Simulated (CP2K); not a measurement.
Au in CP2K: the effect of functional

Crystal: Au.

```xyz
2
Lattice="2.9000 0.0000 0.0000 -1.4500 2.5115 0.0000 0.0000 0.0000 4.8800" Properties=species:S:1:pos:R:3 pbc="T T T"
Au    1.4500    0.8372    1.2200
Au    0.0000    1.6743    3.6600
```

This isn't the form of Au at room conditions, which is fcc.

Alike in all runs:

* Program: CP2K 2026.2
* Task: atomic charges
* Potentials or basis: POTENTIAL_UZH Au GTH-PBE-q11; TZVP-MOLOPT-PBE-GTH basis
* Density cutoff: 9524 eV
* k mesh: 11 × 11 × 6
* Occupations: fermi-dirac, width 0.05 eV
* Spin: no spin polarisation

One run gave: pressure -7.1 GPa. Which functional did it use?
A. TASK
B. PW91
C. LDA
D. HLE16
E. vdW-DF-cx

A.

```csv
functional,pressure (GPa)
PBE,6.2
LDA,-3.3
PBEsol,-0.9
vdW-DF-cx,1.5
HLE16,-16.8
PW91,7.0
TASK,-7.1
```

Caveats: the basis of atomic orbitals isn't converged, which shifts pressures, moduli and gaps; the potentials were made for another functional, which shifts forces and pressure (some runs); the potentials were made for a functional far from this one (some runs).
